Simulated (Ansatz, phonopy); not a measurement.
# How BeS (F-43m) expands on warming, part 2 of 3

How much does BeS expand with temperature?

Measurements to reproduce:
- heat capacity C_P per formula unit 34.2 J/mol/K and bulk modulus 105 GPa near room temperature (given in “High-Throughput Prediction of Finite-Temperature Properties using the Quasi-Harmonic Approximation”, 2016, arXiv:1603.06924)

Ansatz 0.2.0; DFT LDA, scalar-relativistic, plane waves, PAW.

So far. Step 2 (A first coarse run): The start is under -3.2 GPa at this level and looks like an insulator or semiconductor on this mesh. Step 4 (Relaxing to small residual forces and stress): The residual pressure is -0.0033 GPa, small enough for phonons. The relaxed cell has a = 4.796 Å (conventional setting).

The database entry behind the starting cell differs from later determinations by our own check (0.1 to 0.3 % short, probably kX units), so it need not match the best structure at ambient conditions.

### Step 5. The quasi-harmonic study, cutoff 487.2 eV, k-mesh 8×8×8

Thermal expansion follows from how the free energy of the vibrations (and of the electrons in a metal) changes with strain, so the program makes strained cells, their phonons and a fit in one run.

input.yaml reads:

```yaml
crystal:
  lattice:
    - [0.0, 2.3982014681, 2.3982014681]
    - [2.3982014681, 0.0, 2.3982014681]
    - [2.3982014681, 2.3982014681, 0.0]
  atoms:
    - { symbol: Be, position: [0.0, 0.0, 0.0] }
    - { symbol: S, position: [0.25, 0.25, 0.25] }
kpoints:
  mp_grid: { grid: [8, 8, 8] }
hamiltonian:
  xc: lda
scf:
  occupations: { method: fixed }
output:
  eigenvalues: true
phonons:
  method: dfpt
  qmesh: [2, 2, 2]
  temperatures: { t_max: 800.0, t_step: 50 }
  thermal_expansion: {}
```

On the command line:

```sh
$ ansatz run input.yaml --threads 4 --pin off --max-ram 16384MiB --backend cpu --events-out ev --progress --plain --runs-dir out
```

Numbers of over 12 decimals in the logs are rounded to 6 here.

Log:

```text
Warning: phonons: the dynamical matrix that this run interpolates holds no multipole term above the dipole-dipole one, and a site of this crystal is no centre of inversion, so its interpolated transverse optical and acoustic branches and sound speeds can stay off near Gamma, and the density of states and the thermodynamics with them. What a run solves at a wave vector of phonons.qpoints, Gamma apart, where the deck admits one, is free of this, and under fd what a larger phonons.supercell samples
[...]
Crystal: 2 atoms, lattice volume = 27.586 Å³
Basis set: ecut = 487.2 eV, 645 PW (Γ), exchange–correlation on 50×50×50 points (8 copies of the dense FFT grid, shifted against one another)
Bands: 8, of which v1, the nominal top of the filled ones, is band 4 counted from 1 (3 counted from 0)
Symmetry: 24 space group operations
[...]
k-points: 29 of 512 (time reversal used)
[...]
SCF iter   1: F=—  HF=-960.020284 eV  |F-HF|=—  |Δ(HF+E_count)|=         —  Δρ=4.66e-3  dr2=3.64e-3  ethr=1.77e-3  ⟨swp⟩=4.4  Hψ=1678  notcnv=0  defer=43
[...]
SCF iter   8: F=-960.019252 eV  HF=-960.019252 eV  |F-HF|=2.50e-12  |Δ(HF+E_count)|=  8.44e-11  Δρ=1.11e-7  dr2=3.93e-12  ethr=1.00e-12  ⟨swp⟩=6.9  Hψ=1279  notcnv=0
SCF 1 converged in 8 iterations: F = -960.019252 eV  dr2 = 3.93e-12
[...]
relax step   1: F+E_penalty+E_count = -960.01925165 eV  Δ(F+E_penalty+E_count) = +0.000e0 eV  max|allowed force component| = 1.827e-16 eV/Å  Δτ_max = 0.0000 Å  (8 SCF iters, accepted)
SCF converged after 8 iterations
Free energy (F): -960.019252 eV
[...]
Internal energy: -960.019252 eV  (E = F + TS)
E sigma→0 (E₀):  -960.019252 eV
Fermi energy:    5.554363 eV
[...]
--- Stress (GPa, compression-positive) ---
       -0.004885      -0.000000       0.000000
       -0.000000      -0.004885       0.000000
       -0.000000       0.000000      -0.004885
  P = ⅓ Tr σ = -0.0049 GPa (-0.049 kbar)
--- Band table (eV; the first three rows and the last of 29) ---
[...]
── thermal expansion: 3 new cells, 3 in all ──
thermal expansion: relaxation of cell 2
thermal expansion: relaxation of cell 3
── thermal expansion: 2 new cells, 5 in all ──
thermal expansion: relaxation of cell 4
thermal expansion: lower-state search of cell 4
thermal expansion: phonons of cell 4
thermal expansion: relaxation of cell 5
thermal expansion: phonons of cell 5
── thermal expansion: 6 new cells, 11 in all ──
thermal expansion: relaxation of cell 6
thermal expansion: relaxation of cell 7
thermal expansion: relaxation of cell 8
thermal expansion: relaxation of cell 9
thermal expansion: relaxation of cell 10
thermal expansion: relaxation of cell 11
thermal expansion: phonons of cell 6
thermal expansion: phonons of cell 7
thermal expansion: phonons of cell 8
WARN: thermal expansion: narrow_supercell: the supercell is narrow for a crystal that has a band gap and may be polar, so the expansion can be far off: type phonons.supercell or phonons.qmesh [3, 3, 3] or more in a new run
--- Relaxed structure (1 steps of the walk, 1 accepted, 0 SCFs on fresh bases) ---
  F+E_penalty+E_count = -960.01925165 eV   max|allowed force component| = 1.827e-16 eV/Å
  atoms:
    - { symbol: Be, position: [0.0, 0.0, 0.0] }
    - { symbol: S, position: [0.25, 0.25, 0.25] }
--- Thermal expansion: 11 cells in 3 rounds, 0 GPa ---
  no lower state was reached at cell 4
  without vibrations: a 3.39152, b 3.39152, c 3.39152 Å, V 27.5846 Å³, B 102.16 GPa
  at 0 K: a 3.40300, b 3.40300, c 3.40300 Å, V 27.8657 Å³, B 99.70 GPa
  zero-point expansion: a +0.339, b +0.339, c +0.339, V +1.019 %
      T/K        a/Å        b/Å        c/Å       V/Å³ | expansion of a, b, c, V (1e-6/K)   | that of V in the mean from 25 °C | C_P, C_V (J/mol K of the cell) | B_T, B_S (GPa)
     0.00    3.40300    3.40300    3.40300    27.8657 |    0.00    0.00    0.00    0.00 |    5.80 |     0.000     0.000 |    99.70    99.70
   100.00    3.40302    3.40302    3.40302    27.8662 |    0.39    0.39    0.39    1.17 |    8.63 |    11.239    11.239 |    99.64    99.64
   200.00    3.40356    3.40356    3.40356    27.8795 |    2.98    2.98    2.98    8.94 |   12.56 |    26.259    26.232 |    99.13    99.23
   298.15    3.40496    3.40496    3.40496    27.9139 |    5.23    5.23    5.23   15.70 |       - |    35.685    35.564 |    98.25    98.59
   350.00    3.40596    3.40596    3.40596    27.9385 |    6.04    6.04    6.04   18.13 |   16.98 |    38.848    38.659 |    97.72    98.20
   450.00    3.40821    3.40821    3.40821    27.9940 |    7.12    7.12    7.12   21.35 |   18.91 |    42.835    42.500 |    96.64    97.40
   550.00    3.41077    3.41077    3.41077    28.0570 |    7.81    7.81    7.81   23.42 |   20.35 |    45.218    44.731 |    95.51    96.55
   650.00    3.41352    3.41352    3.41352    28.1249 |    8.29    8.29    8.29   24.87 |   21.48 |    46.756    46.114 |    94.36    95.68
   750.00    3.41641    3.41641    3.41641    28.1966 |    8.66    8.66    8.66   25.97 |   22.41 |    47.821    47.020 |    93.20    94.78
   800.00    3.41791    3.41791    3.41791    28.2335 |    8.81    8.81    8.81   26.44 |   22.82 |    48.239    47.359 |    92.61    94.33
  the static fit leaves 0.001 meV an atom of the energies and, of the stresses, 0.000 GPa of each cell's largest along a strain (root mean squares over the cells), whose Pulay part it has at -0.010 GPa
  vibrations' free energy: its fit leaves 0.0000 meV an atom at the most
  the electrons' free energy at temperature is not in it: every band gap is over 0.83 eV
  free energies summed between the sampled wave vectors
  estimated error of the fitted expansion in any direction: up to 0.030e-6/K, at 800 K (an estimate, not a bound: it was exceeded on models of known expansion)
  by sums over the sampled wave vectors an expansion of the volume parts by up to 2.38e-6/K
  by a static energy of one degree less an expansion of the volume parts by up to 0.01e-6/K
  band gaps on the cells' k-points are 2.754 to 2.928 eV
  narrow_supercell: the supercell is narrow for a crystal that has a band gap and may be polar, so the expansion can be far off: type phonons.supercell or phonons.qmesh [3, 3, 3] or more in a new run
```

The job ended after 29 s (4 threads of Intel Xeon Platinum 8375C at 2.90GHz (Ice Lake), shared host; peak memory 0.57 GiB).

This step gave:

```yaml
pressure: -0.004885 GPa
gap_on_the_k_mesh: 2.824 eV
volume_expansion_coefficient_at_298_k: 15.70 1e-6/K
c_p_at_298_k: 17.84 J/mol-atom/K
entropy_at_298_k: 15.21 J/mol-atom/K
isothermal_bulk_modulus_at_298_k: 98.25 GPa
grueneisen_parameter_at_298_k: 0.7289
volume_at_298_k: 13.96 Å³/atom
principal_linear_expansion_coefficients_at_298_k: 5.232, 5.232, 5.232 1e-6/K
```

Strained cells of the study; zero-point energy where phonons were solved; the pressures are stresses at a fixed cutoff and can carry an offset from the finite basis. Expansion cells, by row:

| cell | \|a\| (Å) | \|b\| (Å) | \|c\| (Å) | V (Å³/atom) | E - E_lowest (meV/atom) | pressure, compression positive (GPa) | gap (eV) | zero-point energy (meV/atom) |
| --- | --- | --- | --- | --- | --- | --- | --- | --- |
| 1 | 3.392 | 3.392 | 3.392 | 13.79 | 0 | -0.015 | 2.824 | - |
| 2 | 3.419 | 3.419 | 3.419 | 14.13 | 2.486 | -2.348 | 2.878 | - |
| 3 | 3.365 | 3.365 | 3.365 | 13.47 | 2.537 | 2.539 | 2.769 | - |
| 4 | 3.392 | 3.392 | 3.392 | 13.79 | 0 | -0.027 | 2.825 | 77.55 |
| 5 | 3.409 | 3.409 | 3.409 | 14 | 0.998 | -1.512 | 2.858 | 76.23 |
| 6 | 3.404 | 3.404 | 3.404 | 13.94 | 0.5 | -1.082 | 2.848 | 76.62 |
| 7 | 3.416 | 3.416 | 3.416 | 14.09 | 1.957 | -2.094 | 2.872 | 75.69 |
| 8 | 3.428 | 3.428 | 3.428 | 14.24 | 4.356 | -3.067 | 2.894 | 74.76 |
| 9 | 3.358 | 3.358 | 3.358 | 13.39 | 3.962 | 3.205 | 2.754 | - |
| 10 | 3.375 | 3.375 | 3.375 | 13.59 | 0.97 | 1.544 | 2.79 | - |
| 11 | 3.446 | 3.446 | 3.446 | 14.46 | 9.677 | -4.452 | 2.928 | - |

Quasi-harmonic; a, b, c are the run's own cell vectors. Expansion, by row:

| T (K) | a (Å) | b (Å) | c (Å) | alpha (deg) | beta (deg) | gamma (deg) | cell volume (Å³/cell) | alpha_a (1e-6/K) | alpha_b (1e-6/K) | alpha_c (1e-6/K) | alpha_V (1e-6/K) | C_P (J/mol-atom/K) | C_V (J/mol-atom/K) | S (J/mol-atom/K) | B_T (GPa) | B_S (GPa) | Grueneisen | extrapolation | fit error (1e-6/K) |
| --- | --- | --- | --- | --- | --- | --- | --- | --- | --- | --- | --- | --- | --- | --- | --- | --- | --- | --- | --- |
| 0 | 3.403 | 3.403 | 3.403 | 60 | 60 | 60 | 27.87 | 0 | 0 | 0 | 0 | 0 | 0 | 0 | 99.7 | 99.7 | - | 0 | 0 |
| 50 | 3.403 | 3.403 | 3.403 | 60 | 60 | 60 | 27.87 | -0.01 | -0.01 | -0.01 | -0.04 | 1.366 | 1.366 | 0.446 | 99.7 | 99.7 | -0.023 | 0 | 0 |
| 100 | 3.403 | 3.403 | 3.403 | 60 | 60 | 60 | 27.87 | 0.39 | 0.39 | 0.39 | 1.17 | 5.62 | 5.62 | 2.674 | 99.64 | 99.64 | 0.174 | 0 | 0 |
| 150 | 3.403 | 3.403 | 3.403 | 60 | 60 | 60 | 27.87 | 1.55 | 1.55 | 1.55 | 4.66 | 9.656 | 9.653 | 5.73 | 99.45 | 99.48 | 0.402 | 0 | 0 |
| 200 | 3.404 | 3.404 | 3.404 | 60 | 60 | 60 | 27.88 | 2.98 | 2.98 | 2.98 | 8.94 | 13.13 | 13.12 | 9 | 99.13 | 99.23 | 0.567 | 0 | 0.01 |
| 250 | 3.404 | 3.404 | 3.404 | 60 | 60 | 60 | 27.89 | 4.25 | 4.25 | 4.25 | 12.76 | 15.86 | 15.83 | 12.24 | 98.71 | 98.92 | 0.668 | 0 | 0.01 |
| 298.1 | 3.405 | 3.405 | 3.405 | 60 | 60 | 60 | 27.91 | 5.23 | 5.23 | 5.23 | 15.7 | 17.84 | 17.78 | 15.21 | 98.25 | 98.59 | 0.729 | 0 | 0.01 |
| 300 | 3.405 | 3.405 | 3.405 | 60 | 60 | 60 | 27.91 | 5.26 | 5.26 | 5.26 | 15.79 | 17.91 | 17.85 | 15.32 | 98.24 | 98.58 | 0.731 | 0 | 0.01 |
| 350 | 3.406 | 3.406 | 3.406 | 60 | 60 | 60 | 27.94 | 6.04 | 6.04 | 6.04 | 18.13 | 19.42 | 19.33 | 18.2 | 97.72 | 98.2 | 0.771 | 0 | 0.01 |
| 400 | 3.407 | 3.407 | 3.407 | 60 | 60 | 60 | 27.97 | 6.65 | 6.65 | 6.65 | 19.94 | 20.56 | 20.43 | 20.87 | 97.19 | 97.81 | 0.799 | 0 | 0.01 |
| 450 | 3.408 | 3.408 | 3.408 | 60 | 60 | 60 | 27.99 | 7.12 | 7.12 | 7.12 | 21.35 | 21.42 | 21.25 | 23.34 | 96.64 | 97.4 | 0.819 | 0 | 0.01 |
| 500 | 3.409 | 3.409 | 3.409 | 60 | 60 | 60 | 28.02 | 7.5 | 7.5 | 7.5 | 22.49 | 22.08 | 21.88 | 25.64 | 96.08 | 96.98 | 0.833 | 0 | 0.01 |
| 550 | 3.411 | 3.411 | 3.411 | 60 | 60 | 60 | 28.06 | 7.81 | 7.81 | 7.81 | 23.42 | 22.61 | 22.37 | 27.77 | 95.51 | 96.55 | 0.845 | 0 | 0.01 |
| 600 | 3.412 | 3.412 | 3.412 | 60 | 60 | 60 | 28.09 | 8.07 | 8.07 | 8.07 | 24.2 | 23.03 | 22.75 | 29.75 | 94.94 | 96.12 | 0.854 | 0 | 0.01 |
| 650 | 3.414 | 3.414 | 3.414 | 60 | 60 | 60 | 28.12 | 8.29 | 8.29 | 8.29 | 24.87 | 23.38 | 23.06 | 31.61 | 94.36 | 95.68 | 0.862 | 0 | 0.01 |
| 700 | 3.415 | 3.415 | 3.415 | 60 | 60 | 60 | 28.16 | 8.48 | 8.48 | 8.48 | 25.45 | 23.67 | 23.31 | 33.35 | 93.78 | 95.23 | 0.868 | 0 | 0.01 |
| 750 | 3.416 | 3.416 | 3.416 | 60 | 60 | 60 | 28.2 | 8.66 | 8.66 | 8.66 | 25.97 | 23.91 | 23.51 | 34.99 | 93.2 | 94.78 | 0.874 | 0 | 0.02 |
| 800 | 3.418 | 3.418 | 3.418 | 60 | 60 | 60 | 28.23 | 8.81 | 8.81 | 8.81 | 26.44 | 24.12 | 23.68 | 36.55 | 92.61 | 94.33 | 0.879 | 0 | 0.03 |

The expansion coefficient by temperature; values in 1e-6/K:

| temperature (K) | volume | principal 1 |
| --- | --- | --- |
| 0 | 0 | 0 |
| 50 | -0.04 | -0.01 |
| 100 | 1.17 | 0.39 |
| 150 | 4.66 | 1.55 |
| 200 | 8.94 | 2.98 |
| 250 | 12.8 | 4.25 |
| 298 | 15.7 | 5.23 |
| 300 | 15.8 | 5.26 |
| 350 | 18.1 | 6.04 |
| 400 | 19.9 | 6.65 |
| 450 | 21.4 | 7.12 |
| 500 | 22.5 | 7.5 |
| 550 | 23.4 | 7.81 |
| 600 | 24.2 | 8.07 |
| 650 | 24.9 | 8.29 |
| 700 | 25.4 | 8.48 |
| 750 | 26.0 | 8.66 |
| 800 | 26.4 | 8.81 |

At 298 K the volume expansion is 15.7 × 10⁻⁶/K and B_T is 98.3 GPa. The log warns that this q-mesh is too narrow, so the figure can be far off. The program raised the cutoff to 487.2 eV by itself: with no cutoff typed, the study takes about 1.16 times the default for its relaxations and scales it with the volume for the phonons.

### Step 6. Quasi-harmonic fit by phonopy

This step: DFT LDA, scalar-relativistic, plane waves, PAW (phonopy 4.10.0).

Numbers from this step:

* volume expansion coefficient at 300 K: 15.7 1e-6/K
* isothermal bulk modulus at 300 K: 98.07 GPa
* C_P at 300 K: 17.90 J/mol-atom/K
* Grüneisen parameter at 300 K: 0.725

Table of energy (each curve on its own zero) by volume; values in meV/atom:

| volume (Å³/atom) | static | F at 0 K | F at 300 K | F at 800 K |
| --- | --- | --- | --- | --- |
| 13.795 | 0 | 1.38 | 1.62 | 3.08 |
| 13.941 | 0.5 | 0.95 | 1.03 | 1.52 |
| 14.003 | 1 | 1.06 | 1.07 | 1.15 |
| 14.088 | 1.96 | 1.48 | 1.4 | 0.89 |
| 14.238 | 4.36 | 2.95 | 2.7 | 1.17 |

Phonopy-qha, vinet fit of F(V) at each temperature. Qha vinet, by row:

| T (K) | fitted volume (Å³/atom) | alpha_V (1e-6/K) | B_T (GPa) | C_P (J/mol-atom/K) | Grueneisen |
| --- | --- | --- | --- | --- | --- |
| 100 | 13.93 | 1.57 | 99.4 | 5.456 | 0.2333 |
| 150 | 13.94 | 4.8 | 99.22 | 9.574 | 0.4138 |
| 200 | 13.94 | 8.88 | 98.91 | 13.07 | 0.562 |
| 250 | 13.95 | 12.65 | 98.52 | 15.83 | 0.6614 |
| 300 | 13.96 | 15.7 | 98.07 | 17.9 | 0.7254 |
| 350 | 13.97 | 18.07 | 97.6 | 19.43 | 0.7675 |
| 400 | 13.98 | 19.89 | 97.11 | 20.57 | 0.7963 |
| 450 | 14 | 21.32 | 96.6 | 21.43 | 0.8169 |
| 500 | 14.01 | 22.46 | 96.09 | 22.1 | 0.8322 |
| 550 | 14.03 | 23.38 | 95.57 | 22.62 | 0.8441 |
| 600 | 14.05 | 24.16 | 95.05 | 23.05 | 0.8536 |
| 650 | 14.06 | 24.81 | 94.52 | 23.39 | 0.8614 |
| 700 | 14.08 | 25.38 | 93.99 | 23.68 | 0.8681 |

Table of volume expansion coefficient by temperature; values in 1e-6/K:

| temperature (K) | phonopy-qha, Vinet | Ansatz's own study |
| --- | --- | --- |
| 100 | 1.57 | 1.17 |
| 150 | 4.8 | 4.66 |
| 200 | 8.88 | 8.94 |
| 250 | 12.7 | 12.8 |
| 300 | 15.7 | 15.8 |
| 350 | 18.1 | 18.1 |
| 400 | 19.9 | 19.9 |
| 450 | 21.3 | 21.4 |
| 500 | 22.5 | 22.5 |
| 550 | 23.4 | 23.4 |
| 600 | 24.2 | 24.2 |
| 650 | 24.8 | 24.9 |
| 700 | 25.4 | 25.4 |

The fit gives a volume expansion of 15.7 × 10⁻⁶/K at 300 K, against 15.7 at 298 K from the study itself, whose static fit uses more cells.

(Continued in part 3 of 3.)

[Logs are printed without paths, hosts, clocks, repeated set-up lines and the standing remarks that a program may print on its own settings, such as how far it seeks lower states.]

[Hosts, paths, dates, database ids (printed as entryN), source tags and the programs' standing remarks are cut or masked in the printed files.]

[A step with changed settings may run another functional than the one named; its input shows which.]
